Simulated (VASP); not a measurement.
# V (Im-3m) in VASP: further runs

Aim: see how the results for V move with the level of theory and the settings. Levels: LDA, r2SCAN, PBE. Tasks: relaxation of cell and atoms, single point.

All numbers are computed with VASP 6.6.1; they aren't measurements. Logs are shortened: lines on timing, memory, paths and dates and some standing lists are left out, and cuts for length are marked.

## 1. Starting point

The structure is cubic, space group Im-3m (No. 229). Conventional cell: a = 3.029 Å, b = 3.029 Å, c = 3.029 Å, α = 90.00°, β = 90.00°, γ = 90.00°. Around V (site symmetry m-3m) lie 8 V at 2.62 Å.

## 2. Relaxation of cell and atoms, LDA, collinear spin, ferromagnetic start

Contents of INCAR:

```
SYSTEM = V
ALGO     = Normal         ! electronic algorithm
EDIFF    = 1E-7           ! SCF threshold, eV
EDIFFG   = -0.005         ! ionic threshold
ENCUT    = 600            ! plane-wave cutoff, eV
GGA      = CA             ! functional
IBRION   = 2              ! ionic algorithm
ISIF     = 3              ! what is computed and relaxed
ISMEAR   = -1             ! smearing method
ISPIN    = 2              ! spin polarisation
LASPH    = .True.         ! aspherical terms in the spheres
LCHARG   = .False.        ! write CHGCAR
LMAXMIX  = 4              ! l up to which the mixer works
LORBIT   = 11             ! projections on sites
LREAL    = .False.        ! projectors in reciprocal space
LWAVE    = .False.        ! write WAVECAR
MAGMOM   = 2              ! initial moments
NELM     = 100            ! most SCF steps
NSW      = 60             ! ionic steps
PREC     = Accurate       ! precision mode
SIGMA    = 0.05           ! smearing width, eV
```

Contents of KPOINTS:

```
k-points
0
Gamma
  10 10 10
  0 0 0
```

Contents of POSCAR:

```
V
1.0
   -1.5143500000      1.5143500000      1.5143500000
    1.5143500000     -1.5143500000      1.5143500000
    1.5143500000      1.5143500000     -1.5143500000
V
1
Direct
    0.0000000000      0.0000000000      0.0000000000
```

Potentials or basis: VASP PAW LDA potentials, release 64 (V_sv).

Launch:

```sh
> cat potpaw_LDA.64/V_sv/POTCAR > POTCAR
> mpirun -np 1 vasp_std > vasp.out
```

OUTCAR:

```text
SYSTEM = V
   EDIFF = 1E-7
   EDIFFG = -0.005
   ENCUT = 600
   GGA = CA
   IBRION = 2
   ISIF = 3
   ISMEAR = -1
   ISPIN = 2
   LASPH = .True.
   LORBIT = 11
   LREAL = .False.
   NELM = 100
   NSW = 60
   PREC = Accurate

 ion  position               nearest neighbor table
   1  0.000  0.000  0.000-

  LATTYP: Found a body centered cubic cell.
 ALAT       =     3.0287000000

  Lattice vectors:

 A1 = (  -1.5143500000,   1.5143500000,   1.5143500000)
 A2 = (   1.5143500000,  -1.5143500000,   1.5143500000)
 A3 = (   1.5143500000,   1.5143500000,  -1.5143500000)

Analysis of symmetry for initial positions (statically):
=====================================================================
 Subroutine PRICEL returns:
 Original cell was already a primitive cell.

 Routine SETGRP: Setting up the symmetry group for a
 body centered cubic supercell.

 Subroutine GETGRP returns: Found 48 space group operations
 (whereof 48 operations were pure point group operations)
 out of a pool of 48 trial point group operations.

The static configuration has the point symmetry O_h .

Analysis of symmetry for dynamics (positions and initial velocities):
=====================================================================
 Subroutine PRICEL returns:
 Original cell was already a primitive cell.

 Routine SETGRP: Setting up the symmetry group for a
 body centered cubic supercell.

 Subroutine GETGRP returns: Found 48 space group operations
 (whereof 48 operations were pure point group operations)
 out of a pool of 48 trial point group operations.

The dynamic configuration has the point symmetry O_h .

Analysis of structural, dynamic, and magnetic symmetry:
=====================================================================
 Subroutine PRICEL returns:
 Original cell was already a primitive cell.

 Routine SETGRP: Setting up the symmetry group for a
 body centered cubic supercell.

 Subroutine GETGRP returns: Found 48 space group operations
 (whereof 48 operations were pure point group operations)
 out of a pool of 48 trial point group operations.

The overall configuration has the point symmetry O_h .

 Subroutine INISYM returns: Found 48 space group operations
 (whereof 48 operations are pure point group operations),
 and found     1 'primitive' translations

----------------------------------------------------------------------------------------

                                     Primitive cell

  volume of cell :      13.8912

  direct lattice vectors                    reciprocal lattice vectors
    -1.514350000  1.514350000  1.514350000     0.000000000  0.330174662  0.330174662
     1.514350000 -1.514350000  1.514350000     0.330174662  0.000000000  0.330174662
     1.514350000  1.514350000 -1.514350000     0.330174662  0.330174662  0.000000000

[... 86 lines left out ...]
   NFREE  =      1    steps in history (QN), initial steepest desc. (CG)
   ISIF   =      3    stress and relaxation
   ISYM   =      2    0-nonsym 1-usesym 2-fastsym
   POTIM  = 0.5000    time-step for ionic-motion
   TEBEG  =    0.0;   TEEND  =   0.0 temperature during run
   PSTRESS=    0.0 pullay stress
   NELECT =      13.0000    total number of electrons
   NUPDOWN=      -1.0000    fix difference up-down
   EMIN   =  10.00;   EMAX   =-10.00  energy-range for DOS
   EFERMI =   0.00;   METHOD = LEGACY
   ISMEAR =    -1;   SIGMA  =   0.05  broadening in eV -4-tet -1-fermi 0-gaus
   EFERMI_NEDOS =   21; number of points for ismear=-14 and -15
   IALGO  =     38    algorithm
   IMIX   =      4    mixing-type and parameters
     AMIX     =   0.40;   BMIX     =  1.00
     AMIX_MAG =   1.60;   BMIX_MAG =  1.00
  volume/ion in A,a.u.               =      13.89        93.74
  Fermi-wavevector in a.u.,A,eV,Ry     =   1.601313  3.026044 34.888125  2.564205
  Thomas-Fermi vector in A             =   2.698311
   LORBIT       =     11    0 simple, 1 ext, 2 COOP (PROOUT), +10 PAW based schemes
   GGA     = CA    functional components
   LHFCALC =     F    Hartree Fock is set to
   AEXX    =    0.0000 exact exchange contribution
   IVDW    =     0    specifies the selected vdW correction
   LEPSILON=     F    determine dielectric tensor
   LRPA    =     F    only Hartree local field effects (RPA)
 conjugate gradient relaxation of ions
 spin polarized calculation
  energy-cutoff  :      600.00
  volume of cell :       13.89
 maximum number of plane-waves:       476
 NGX is ok and might be reduce to    24
   NGX = 11   NGY = 11   NGZ = 11

--------------------------------------- Ionic step        1  -------------------------------------------

 number of electron      13.0000003 magnetization      -0.0024581

 number of electron      13.0000003 magnetization       0.0004699

 Free energy of the ion-electron system (eV)
  ---------------------------------------------------
  ext. energy  EPLUGINS =         0.00000000
  ---------------------------------------------------
  free energy    TOTEN  =        -9.87661098 eV

  energy without entropy =       -9.86079902  energy(sigma->0) =       -9.86870500

 E-fermi :   9.0898     XC(G=0): -13.0622

 val. band max:        9.0889996172   @ k =   0.1000   0.1000   0.0000
 cond. band min:       9.1326203200   @ k =  -0.2000   0.3000   0.1000
 fundamental gap:      0.0436207028
 Fermi energy:         9.0897924065

 spin component 1

 k-point     1 :       0.0000    0.0000    0.0000
  band No.  band energies     occupation
      1     -53.9330      1.00000
      2     -27.6845      1.00000
      3     -27.6845      1.00000
      4     -27.6845      1.00000
      5       2.6536      1.00000
      6       9.4536      0.00069
      7       9.4536      0.00069
      8       9.4536      0.00069
      9      11.3682      0.00000
     10      11.3682      0.00000
     11      29.4133      0.00000
[... 772 lines left out ...]
 number of electron      13.0000001 magnetization      -0.0000004

 number of electron      13.0000001 magnetization       0.0000005

 Free energy of the ion-electron system (eV)
  ---------------------------------------------------
  ext. energy  EPLUGINS =         0.00000000
  ---------------------------------------------------
  free energy    TOTEN  =        -9.94739913 eV

  energy without entropy =       -9.92923748  energy(sigma->0) =       -9.93831831

 E-fermi :  10.3263     XC(G=0): -13.5885

 val. band max:       10.3164110540   @ k =   0.4000   0.2000   0.0000
 cond. band min:      10.3263357239   @ k =   0.3000   0.0000   0.0000
 fundamental gap:      0.0099246698
 Fermi energy:        10.3263132936

 spin component 1

 k-point     1 :       0.0000    0.0000    0.0000
  band No.  band energies     occupation
      1     -52.6092      1.00000
      2     -26.1915      1.00000
      3     -26.1915      1.00000
      4     -26.1915      1.00000
      5       3.6735      1.00000
      6      10.6908      0.00068
      7      10.6908      0.00068
      8      10.6908      0.00068
      9      12.8536      0.00000
     10      12.8536      0.00000
     11      31.3602      0.00000
[... 690 lines left out ...]
  FREE ENERGIE OF THE ION-ELECTRON SYSTEM (eV)
  ---------------------------------------------------
  free  energy   TOTEN  =        -9.9473991337 eV

  energy  without entropy=       -9.9292374815  energy(sigma->0) =       -9.93831831

 reached required accuracy - stopping structural energy minimisation

 total charge

# of ion       s       p       d       tot
------------------------------------------
    1        2.364   6.245   3.181  11.790

 magnetization (x)

# of ion       s       p       d       tot
------------------------------------------
    1       -0.000   0.000   0.000   0.000
```

OSZICAR:

```text
N       E                     dE             d eps       ncg     rms          rms(c)
DAV:   1     0.100181736423E+03    0.10018E+03   -0.77226E+03  2068   0.142E+03
DAV:   2    -0.931933637177E+01   -0.10950E+03   -0.10671E+03  2089   0.373E+02
DAV:   3    -0.108329759702E+02   -0.15136E+01   -0.14857E+01  2236   0.518E+01
[... 34 lines left out ...]
DAV:   1    -0.994862731804E+01   -0.12802E-02   -0.21542E-02  2071   0.262E+00    0.400E-01
DAV:   2    -0.994742502404E+01    0.12023E-02   -0.39226E-03  2086   0.103E+00    0.871E-02
DAV:   3    -0.994740709649E+01    0.17928E-04   -0.26888E-05  2119   0.815E-02    0.415E-02
DAV:   4    -0.994739910298E+01    0.79935E-05   -0.12057E-05  2146   0.416E-02    0.250E-03
DAV:   5    -0.994739913372E+01   -0.30737E-07   -0.77806E-08  1503   0.423E-03
   4 F= -.99473991E+01 E0= -.99383183E+01  d E =-.707882E-01  mag=    -0.0000
```

CONTCAR:

```text
V
   1.00000000000000
    -1.4669779251402306    1.4669779251402304    1.4669779251402306
     1.4669779251402306   -1.4669779251402304    1.4669779251402306
     1.4669779251402306    1.4669779251402304   -1.4669779251402306
  V
     1
Direct
     0.0000000000000000    1.0000000000000000    1.0000000000000000

  0.00000000E+00  0.00000000E+00  0.00000000E+00
```

Run time: 24 s. Hardware: 1 thread of Intel Xeon Platinum 8488C (Sapphire Rapids), shared host; peak memory 0.14 GiB.

Results:

```yaml
Free_energy: -9.9474 eV
Relaxed_volume: 12.63 Å³/atom
Relaxed_cell: a = 2.541 Å, b = 2.541 Å, c = 2.541 Å, α = 109.47°, β = 109.47°, γ = 109.47°
Space_group_after_relaxing_to_0.05_Å: Im-3m (No. 229)
Energy_gained_by_relaxing: 70.8 meV/atom
Ionic_steps: 4
Pressure_after_relaxing: -0.1 GPa
Band_gap_on_the_k_mesh: none (metal or under the smearing width)
Net_moment: 0.00 μB per cell
Valence_electrons_inside_the_program's_atomic_spheres: V 11.79
```

Step by step:
```
step  energy change (eV)  largest force (eV/Å)  pressure (GPa)  volume (Å³)
   1              0.0000                0.0000          -16.68        13.89
   2              0.0537                0.0000           30.20        11.18
   3             -0.0707                0.0000           -0.52        12.66
   4             -0.0708                0.0000           -0.05        12.63
```

Final structure:
```yaml
crystal:
  lattice:
    - [-1.46698, 1.46698, 1.46698]
    - [1.46698, -1.46698, 1.46698]
    - [1.46698, 1.46698, -1.46698]
  atoms:
    - { symbol: V, position: [0.00000, 0.00000, 0.00000] }
```

## 3. Single point, r2SCAN, collinear spin, ferromagnetic start

Contents of INCAR:

```
PREC = Accurate ; ENCUT = 500
EDIFF = 1E-7 ; ISMEAR = 1
SIGMA = 0.1 ; LREAL = False
LASPH = True ; NELM = 100
ALGO = Normal ; ISIF = 2
LWAVE = False ; LCHARG = False
ISPIN = 2 ; MAGMOM = 2
LORBIT = 11 ; LMAXMIX = 4
METAGGA = R2SCAN ; LMIXTAU = True
NBANDS = 12 ; ADDGRID = False
```

Contents of KPOINTS:

```
regular mesh
0
Gamma
  13 13 13
```

POSCAR is that of step 2.

Potentials or basis: VASP PAW PBE potentials, release 64 (V).

Launch:

```sh
> cat potpaw_PBE.64/V/POTCAR > POTCAR
> mpirun -np 1 vasp_std > vasp.out
```

It took 74 s on 1 thread of Intel Xeon Platinum 8559C (Emerald Rapids), shared host; peak memory 0.15 GiB.

These settings aren't checked as converged: the numbers below hold their error.

Results:

```yaml
Free_energy: -14.0250 eV
Pressure: -10.9 GPa
Band_gap_on_the_k_mesh: none (metal or under the smearing width)
Net_moment: 0.30 μB per cell
Site_moments: V +0.29 μB
Valence_electrons_inside_the_program's_atomic_spheres: V 4.68
```

Caveat: the PAW data sets were made with another functional, which shifts forces and pressure a little.

## 4. Single point, PBE, collinear spin, ferromagnetic start

Contents of INCAR:

```
SYSTEM = V
  PREC = Accurate
  ENCUT = 520
  EDIFF = 1E-7
  ISMEAR = 0
  SIGMA = 0.02
  LREAL = .False.
  LASPH = .True.
  NELM = 120
  ALGO = Fast
  ISIF = 2
  LWAVE = .False.
  LCHARG = .False.
  ISPIN = 2
  MAGMOM = 2
  LORBIT = 11
  LMAXMIX = 4
  GGA = PE
```

Contents of KPOINTS:

```
regular mesh
0
Gamma
  12 12 12
  0 0 0
```

POSCAR is that of step 3.

Potentials or basis: VASP PAW PBE potentials, release 64 (V_sv).

Launch:

```sh
> cat potpaw_PBE.64/V_sv/POTCAR > POTCAR
> mpirun -np 1 vasp_std > vasp.out
```

Run time: 21 s. Hardware: 1 thread of Intel Xeon Platinum 8488C (Sapphire Rapids), shared host; peak memory 0.14 GiB.

The run converged. Its results:

| Property | Result |
| --- | --- |
| Free energy | -8.9783 eV |
| Pressure | -5.0 GPa |
| Band gap on the k mesh | none (metal or under the smearing width) |
| Net moment | 0.13 μB per cell |
| Site moments | V +0.11 μB |
| Valence electrons inside the program's atomic spheres | V 11.60 |

Levels at points of the mesh, in eV from the Fermi level:
Spin up:
| k point | band 2 | band 3 | band 4 | band 5 | band 6 | band 7 | band 8 | band 9 | band 10 | band 11 |
| --- | --- | --- | --- | --- | --- | --- | --- | --- | --- | --- |
| (0.00, 0.00, 0.00) | -37.13 | -37.13 | -37.13 | -6.51 | 0.38 | 0.38 | 0.38 | 2.34 | 2.34 | 20.25 |
| (0.50, 0.00, 0.00) | -37.94 | -37.38 | -37.13 | -3.08 | -1.09 | 1.54 | 2.32 | 2.67 | 3.92 | 9.78 |
| (0.50, 0.50, 0.50) | -37.69 | -37.69 | -37.69 | -2.85 | -2.85 | 3.54 | 3.54 | 3.54 | 9.91 | 9.91 |
Spin down:
```csv
k point,band 4,band 5,band 6,band 7,band 8,band 9
"(0.00, 0.00, 0.00)",-37.03,-6.45,0.50,0.50,0.50,2.40
"(0.50, 0.00, 0.00)",-37.03,-2.99,-0.98,1.60,2.40,2.74
"(0.50, 0.50, 0.50)",-37.59,-2.79,-2.79,3.66,3.66,3.66
```

## 5. Single point, PBE, collinear spin, ferromagnetic start

Contents of run.py:

```python
from ase.calculators.vasp import Vasp
from ase.dft.bandgap import bandgap
from ase.spacegroup import crystal

atoms = crystal(
    ['V'],
    basis=[[0.0, 0.0, 0.0]],
    spacegroup=229,
    setting=1,
    cellpar=[3.0287, 3.0287, 3.0287, 90.0, 90.0, 90.0],
    primitive_cell=True,
)
atoms.set_initial_magnetic_moments([2.0])
calc = Vasp(
    directory='calc',
    xc='pbe',
    pp='PBE',
    setups='materialsproject',
    prec='Accurate',
    encut=520,
    ediff=1e-06,
    ismear=0,
    sigma=0.02,
    lreal=False,
    lasph=True,
    nelm=150,
    algo='Fast',
    isif=2,
    lwave=False,
    lcharg=False,
    ispin=2,
    lorbit=11,
    lmaxmix=4,
    kpts=[12, 12, 12],
    gamma=True,
)
atoms.calc = calc

print('energy (eV):', atoms.get_potential_energy())
print('free energy (eV):', atoms.get_potential_energy(force_consistent=True))
print('forces (eV/A):')
print(atoms.get_forces())
print('stress (eV/A^3, Voigt):', atoms.get_stress())
print('Fermi level (eV):', calc.get_fermi_level())
print('moment (muB):', atoms.get_magnetic_moment())
print('site moments (muB):', atoms.get_magnetic_moments())
gap, top, bottom = bandgap(calc)
print('band gap (eV):', gap, 'from (spin, k, band)', top, 'to', bottom)
```

Launch:

```sh
> python run.py
```

Wall time 23 s (1 thread of Intel Xeon Platinum 8488C (Sapphire Rapids), shared host); peak memory 0.14 GiB.

Results (log left out):

```yaml
Free_energy: -8.9783 eV
Pressure: -5.1 GPa
Band_gap_on_the_k_mesh: none (metal or under the smearing width)
Net_moment: 0.12 μB per cell
Site_moments: V +0.11 μB
Valence_electrons_inside_the_program's_atomic_spheres: V 11.60
```

Levels at points of the mesh, in eV from the Fermi level:
Spin up:
```
           k point  band 2  band 3  band 4  band 5  band 6  band 7  band 8  band 9  band 10  band 11
(0.00, 0.00, 0.00)  -37.13  -37.13  -37.13   -6.51    0.38    0.38    0.38    2.34     2.34    20.25
(0.50, 0.00, 0.00)  -37.94  -37.38  -37.13   -3.08   -1.09    1.54    2.32    2.67     3.92     9.78
(0.50, 0.50, 0.50)  -37.68  -37.68  -37.68   -2.85   -2.85    3.54    3.54    3.54     9.91     9.91
```
Spin down:
```csv
k point,band 3,band 4,band 5,band 6,band 7,band 8,band 9,band 10
"(0.00, 0.00, 0.00)",-37.03,-37.03,-6.45,0.50,0.50,0.50,2.40,2.40
"(0.50, 0.00, 0.00)",-37.28,-37.03,-2.99,-0.98,1.60,2.40,2.74,4.04
"(0.50, 0.50, 0.50)",-37.59,-37.59,-2.79,-2.79,3.66,3.66,3.66,10.00
```
